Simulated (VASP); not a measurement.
# GaN (Fm-3m) in VASP: a series of runs

The runs below take GaN through single point, with PBE.

All numbers are computed with VASP 6.6.1; they aren't measurements. Logs are shortened: lines on timing, memory, paths and dates and some standing lists are left out, and cuts for length are marked.

### Step 1. Starting point

It takes space group Fm-3m (No. 225, cubic). Conventional cell: a = 4.276 Å, b = 4.276 Å, c = 4.276 Å, α = 90.00°, β = 90.00°, γ = 90.00°. Ga (site symmetry m-3m) has 6 N at 2.14 Å as nearest neighbours. N (site symmetry m-3m) has 6 Ga at 2.14 Å as nearest neighbours.

The cell was built by a generator and needn't be a form met in nature.

### Step 2. Single point, PBE

File INCAR:

```
SYSTEM = GaN
  ALGO = Normal
  EDIFF = 1E-6
  ENCUT = 520
  GGA = PE
  ISIF = 2
  ISMEAR = 0
  LASPH = .TRUE.
  LCHARG = .TRUE.
  LELF = .TRUE.
  LREAL = .FALSE.
  LVHAR = .TRUE.
  LWAVE = .FALSE.
  NBANDS = 16
  NELM = 100
  PREC = Accurate
  SIGMA = 0.03
```

File KPOINTS:

```
k-points
0
G
  12 12 12
  0 0 0
```

File POSCAR:

```
GaN
1.0
    0.0000000000      2.1377663421      2.1377663421
    2.1377663421      0.0000000000      2.1377663421
    2.1377663421      2.1377663421      0.0000000000
Ga N
1 1
Direct
    0.0000000000      0.0000000000      0.0000000000
    0.5000000000      0.5000000000      0.5000000000
```

Potentials or basis: VASP PAW PBE potentials, release 64 (Ga_d, N).

Launch:

```console
cat potpaw_PBE.64/Ga_d/POTCAR potpaw_PBE.64/N/POTCAR > POTCAR
mpirun -np 1 vasp_std > vasp.out
```

OUTCAR:

```text
SYSTEM = GaN
   EDIFF = 1E-6
   ENCUT = 520
   GGA = PE
   ISIF = 2
   ISMEAR = 0
   LASPH = .TRUE.
   LREAL = .FALSE.
   NELM = 100
   PREC = Accurate

 ion  position               nearest neighbor table
   1  0.000  0.000  0.000-   2 2.14   2 2.14   2 2.14   2 2.14   2 2.14   2 2.14
   2  0.500  0.500  0.500-   1 2.14   1 2.14   1 2.14   1 2.14   1 2.14   1 2.14

  LATTYP: Found a face centered cubic cell.
 ALAT       =     4.2755326842

  Lattice vectors:

 A1 = (   0.0000000000,   2.1377663421,   2.1377663421)
 A2 = (   2.1377663421,   0.0000000000,   2.1377663421)
 A3 = (   2.1377663421,   2.1377663421,   0.0000000000)

Analysis of symmetry for initial positions (statically):
=====================================================================
 Subroutine PRICEL returns:
 Original cell was already a primitive cell.

 Routine SETGRP: Setting up the symmetry group for a
 face centered cubic supercell.

 Subroutine GETGRP returns: Found 48 space group operations
 (whereof 48 operations were pure point group operations)
 out of a pool of 48 trial point group operations.

The static configuration has the point symmetry O_h .

Analysis of symmetry for dynamics (positions and initial velocities):
=====================================================================
 Subroutine PRICEL returns:
 Original cell was already a primitive cell.

 Routine SETGRP: Setting up the symmetry group for a
 face centered cubic supercell.

 Subroutine GETGRP returns: Found 48 space group operations
 (whereof 48 operations were pure point group operations)
 out of a pool of 48 trial point group operations.

The dynamic configuration has the point symmetry O_h .

 Subroutine INISYM returns: Found 48 space group operations
 (whereof 48 operations are pure point group operations),
 and found     1 'primitive' translations

----------------------------------------------------------------------------------------

                                     Primitive cell

  volume of cell :      19.5394

  direct lattice vectors                    reciprocal lattice vectors
     0.000000000  2.137766342  2.137766342    -0.233888985  0.233888985  0.233888985
     2.137766342  0.000000000  2.137766342     0.233888985 -0.233888985  0.233888985
     2.137766342  2.137766342  0.000000000     0.233888985  0.233888985 -0.233888985

  length of vectors
     3.023258154  3.023258154  3.023258154     0.405107605  0.405107605  0.405107605

  position of ions in fractional coordinates (direct lattice)
     0.000000000  0.000000000  0.000000000
     0.500000000  0.500000000  0.500000000

  ion indices of the primitive-cell ions
   primitive index   ion index
                 1           1
                 2           2

----------------------------------------------------------------------------------------

 KPOINTS: k-points

Automatic generation of k-mesh.
 Grid dimensions read from file:
 generate k-points for:   12   12   12

 Generating k-lattice:

  Cartesian coordinates                     Fractional coordinates (reciprocal lattice)
    -0.019490749  0.019490749  0.019490749     0.083333333  0.000000000  0.000000000
     0.019490749 -0.019490749  0.019490749     0.000000000  0.083333333  0.000000000
     0.019490749  0.019490749 -0.019490749     0.000000000  0.000000000  0.083333333

  Length of vectors
     0.033758967  0.033758967  0.033758967

  Shift w.r.t. Gamma in fractional coordinates (k-lattice)
     0.000000000  0.000000000  0.000000000

 Subroutine IBZKPT returns following result:
 ===========================================

 Found     72 irreducible k-points:

 Following reciprocal coordinates:
            Coordinates               Weight
  0.000000  0.000000  0.000000      1.000000
  0.083333  0.000000  0.000000      8.000000
  0.166667  0.000000  0.000000      8.000000
  0.250000  0.000000  0.000000      8.000000
  0.333333  0.000000  0.000000      8.000000
  0.416667  0.000000  0.000000      8.000000
[... 16 lines left out ...]
  0.500000  0.166667  0.000000     24.000000
 -0.416667  0.166667  0.000000     24.000000
 [... further k-points ...]
   k-points           NKPTS =     72   k-points in BZ     NKDIM =     72   number of bands    NBANDS=     16
   number of dos      NEDOS =    301   number of ions     NIONS =      2
   total plane-waves  NPLWV =  13824
   dimension x,y,z NGX =    24 NGY =   24 NGZ =   24
   dimension x,y,z NGXF=    48 NGYF=   48 NGZF=   48
   ions per type =               1   1
   NGX,Y,Z   is equivalent  to a cutoff of  13.20, 13.20, 13.20 a.u.
   NGXF,Y,Z  is equivalent  to a cutoff of  26.39, 26.39, 26.39 a.u.
 SYSTEM =  GaN
   PREC   = accura    normal or accurate (medium, high low for compatibility)
   ISTART =      0    job   : 0-new  1-cont  2-samecut
   ICHARG =      2    charge: 1-file 2-atom 10-const
   ISPIN  =      1    spin polarized calculation?
   LNONCOLLINEAR =      F non collinear calculations
   LSORBIT =      F    spin-orbit coupling
   LASPH  =      T    aspherical Exc in radial PAW
   ENCUT  =  520.0 eV  38.22 Ry    6.18 a.u.   5.62  5.62  5.62*2*pi/ulx,y,z
   NELM   =    100;   NELMIN=  2; NELMDL= -5     # of ELM steps
   EDIFF  = 0.1E-05   stopping-criterion for ELM
   LREAL  =      F    real-space projection
   EDIFFG = 0.1E-04   stopping-criterion for IOM
   NSW    =      0    number of steps for IOM
   IBRION =     -1    ionic relax: 0-MD 1-quasi-New 2-CG
   NFREE  =      0    steps in history (QN), initial steepest desc. (CG)
   ISIF   =      2    stress and relaxation
   ISYM   =      2    0-nonsym 1-usesym 2-fastsym
   POTIM  = 0.5000    time-step for ionic-motion
   TEBEG  =    0.0;   TEEND  =   0.0 temperature during run
   PSTRESS=    0.0 pullay stress
   NELECT =      18.0000    total number of electrons
   NUPDOWN=      -1.0000    fix difference up-down
   EMIN   =  10.00;   EMAX   =-10.00  energy-range for DOS
   EFERMI =   0.00;   METHOD = LEGACY
   ISMEAR =     0;   SIGMA  =   0.03  broadening in eV -4-tet -1-fermi 0-gaus
   EFERMI_NEDOS =   21; number of points for ismear=-14 and -15
   IALGO  =     38    algorithm
   IMIX   =      4    mixing-type and parameters
     AMIX     =   0.40;   BMIX     =  1.00
     AMIX_MAG =   1.60;   BMIX_MAG =  1.00
  volume/ion in A,a.u.               =       9.77        65.93
  Fermi-wavevector in a.u.,A,eV,Ry     =   1.592925  3.010192 34.523576  2.537411
  Thomas-Fermi vector in A             =   2.691235
   LORBIT       =      0    0 simple, 1 ext, 2 COOP (PROOUT), +10 PAW based schemes
   GGA     = PE    functional components
   LHFCALC =     F    Hartree Fock is set to
   AEXX    =    0.0000 exact exchange contribution
   IVDW    =     0    specifies the selected vdW correction
   LEPSILON=     F    determine dielectric tensor
   LRPA    =     F    only Hartree local field effects (RPA)
 non-spin polarized calculation
 Gauss-broadening in eV      SIGMA  =   0.03
  energy-cutoff  :      520.00
  volume of cell :       19.54
 maximum number of plane-waves:       544
   NGX = 11   NGY = 11   NGZ = 11

 number of electron      18.0000004 magnetization

 Free energy of the ion-electron system (eV)
  ---------------------------------------------------
  ext. energy  EPLUGINS =         0.00000000
  ---------------------------------------------------
  free energy    TOTEN  =       -11.20683831 eV

  energy without entropy =      -11.20683831  energy(sigma->0) =      -11.20683831

 E-fermi :   7.6955     XC(G=0): -12.8844

 val. band max:        7.4823460610   @ k =  -0.1667   0.1667   0.0000
 cond. band min:       7.8507000762   @ k =   0.5000   0.5000   0.0000
 fundamental gap:      0.3683540152
 Fermi energy:         7.6954776476

 k-point     1 :       0.0000    0.0000    0.0000
  band No.  band energies     occupation
      1      -9.4901      2.00000
      2      -6.5305      2.00000
      3      -6.5305      2.00000
      4      -6.5305      2.00000
      5      -6.4442      2.00000
      6      -6.4442      2.00000
[... 8 lines left out ...]
     15      22.8049      0.00000
     16      22.8049      0.00000

 k-point     2 :       0.0833    0.0000    0.0000
  band No.  band energies     occupation
      1      -9.3594      2.00000
      2      -6.5350      2.00000
      3      -6.5235      2.00000
      4      -6.5235      2.00000
      5      -6.4526      2.00000
      6      -6.4526      2.00000
[... 8 lines left out ...]
     15      23.0051      0.00000
     16      23.0051      0.00000

 k-point     3 :       0.1667    0.0000    0.0000
  band No.  band energies     occupation
      1      -8.9767      2.00000
      2      -6.5471      2.00000
      3      -6.5276      2.00000
      4      -6.5276      2.00000
      5      -6.4525      2.00000
      6      -6.4525      2.00000
[... 8 lines left out ...]
     15      23.7663      0.00000
     16      23.7663      0.00000

 k-point     4 :       0.2500    0.0000    0.0000
  band No.  band energies     occupation
      1      -8.3758      2.00000
      2      -6.5693      2.00000
      3      -6.5693      2.00000
      4      -6.5626      2.00000
      5      -6.4155      2.00000
      6      -6.4155      2.00000
[... 8 lines left out ...]
     15      25.0290      0.00000
     16      25.0290      0.00000
[... 324 lines left out ...]
 k-point    22 :       0.4167    0.1667    0.0000
  band No.  band energies     occupation
      1      -7.6384      2.00000
      2      -6.6159      2.00000
      3      -6.5489      2.00000
      4      -6.4805      2.00000
      5      -6.3222      2.00000
      6      -5.8536      2.00000
[... 8 lines left out ...]
     15      27.9857      0.00000
     16      30.2613      0.00000

 k-point    23 :       0.5000    0.1667    0.0000
  band No.  band energies     occupation
      1      -7.4112      2.00000
      2      -6.6308      2.00000
      3      -6.5888      2.00000
      4      -6.4617      2.00000
      5      -6.3149      2.00000
      6      -5.4445      2.00000
[... 8 lines left out ...]
     15      27.9714      0.00000
     16      30.4317      0.00000

 k-point    24 :      -0.4167    0.1667    0.0000
  band No.  band energies     occupation
      1      -7.3275      2.00000
      2      -6.6369      2.00000
      3      -6.6136      2.00000
      4      -6.4635      2.00000
      5      -6.3331      2.00000
      6      -5.3908      2.00000
[... 8 lines left out ...]
     15      27.6485      0.00000
     16      28.4463      0.00000

 [... further k-points ...]

------------------------ aborting loop because EDIFF is reached ----------------------------------------

  FORCE on cell =-STRESS in cart. coord.  units (eV):
  Direction    XX          YY          ZZ          XY          YZ          ZX
  --------------------------------------------------------------------------------------
  -------------------------------------------------------------------------------------
  Total       -0.0385050     -0.0385050     -0.0385050     -0.0000000      0.0000000     -0.0000000
  in kB       -3.1573093     -3.1573093     -3.1573093     -0.0000000      0.0000000     -0.0000000
  external PRESSURE =      -3.1573093 kB  Pullay stress =       0.0000000 kB

 VOLUME and BASIS-vectors are now :
 -----------------------------------------------------------------------------
  energy-cutoff  :      520.00
  volume of cell :       19.54
      direct lattice vectors                 reciprocal lattice vectors
     0.000000000  2.137766342  2.137766342    -0.233888985  0.233888985  0.233888985
     2.137766342  0.000000000  2.137766342     0.233888985 -0.233888985  0.233888985
     2.137766342  2.137766342  0.000000000     0.233888985  0.233888985 -0.233888985

 POSITION                                       TOTAL-FORCE (eV/Angst)
 -----------------------------------------------------------------------------------
      0.00000      0.00000      0.00000        -0.000000      0.000000      0.000000
      2.13777      2.13777      2.13777         0.000000     -0.000000      0.000000
 -----------------------------------------------------------------------------------
    total drift:                                0.000000     -0.000000     -0.000000

  FREE ENERGIE OF THE ION-ELECTRON SYSTEM (eV)
  ---------------------------------------------------
  free  energy   TOTEN  =       -11.2068383130 eV

  energy  without entropy=      -11.2068383130  energy(sigma->0) =      -11.20683831
```

It took 7.9 s on 1 thread of Intel Xeon 6975P-C (Granite Rapids), shared host; peak memory 0.15 GiB.

What came out:

* Free energy: -11.2068 eV
* Pressure: -0.3 GPa
* Band gap on the k mesh: 0.37 eV, indirect (least direct gap 2.32 eV)

A k mesh can miss the band edges. As with any semilocal functional, this PBE gap is likely too small.

### Step 3. Single point, PBE

This run uses another cell than the first one, of 9.39 Å³/atom, 0.962 times its volume.

File INCAR:

```
SYSTEM = GaN
ALGO = Normal
EDIFF = 1E-6
ENCUT = 520
GGA = PE
ISIF = 2
ISMEAR = 0
LASPH = .TRUE.
LCHARG = .TRUE.
LELF = .TRUE.
LREAL = .FALSE.
LVHAR = .TRUE.
LWAVE = .FALSE.
NBANDS = 16
NELM = 60
PREC = Accurate
SIGMA = 0.03
```

KPOINTS is that of step 2.

File POSCAR:

```
GaN
1.0
    0.0000000000      2.1100000000      2.1100000000
    2.1100000000      0.0000000000      2.1100000000
    2.1100000000      2.1100000000      0.0000000000
Ga N
1 1
Direct
    0.0000000000      0.0000000000      0.0000000000
    0.5000000000      0.5000000000      0.5000000000
```

Potentials or basis: VASP PAW PBE potentials, release 64 (Ga_d, N).

Launch:

```console
cat potpaw_PBE.64/Ga_d/POTCAR potpaw_PBE.64/N/POTCAR > POTCAR
mpirun -np 1 vasp_std > vasp.out
```

Run time: 7.8 s. Hardware: 1 thread of Intel Xeon 6975P-C (Granite Rapids), shared host; peak memory 0.15 GiB.

It converged, with:

| Item | Value |
| --- | --- |
| Free energy | -11.1877 eV |
| Pressure | 8.6 GPa |
| Band gap on the k mesh | 0.61 eV, indirect (least direct gap 2.81 eV) |

Levels at points of the mesh, in eV from the valence-band top:
| k point | band 5 | band 6 | band 7 | band 8 | band 9 | band 10 | band 11 | band 12 | band 13 | band 14 |
| --- | --- | --- | --- | --- | --- | --- | --- | --- | --- | --- |
| (0.00, 0.00, 0.00) | -13.90 | -13.90 | -0.52 | -0.52 | -0.52 | 2.28 | 14.74 | 14.74 | 14.74 | 15.88 |
| (0.50, 0.00, 0.00) | -13.76 | -13.76 | -8.28 | -0.18 | -0.18 | 4.71 | 9.12 | 9.12 | 9.46 | 16.40 |
| (0.50, 0.50, 0.00) | -13.71 | -10.98 | -7.16 | -3.06 | -3.06 | 0.61 | 7.83 | 11.96 | 14.56 | 14.56 |
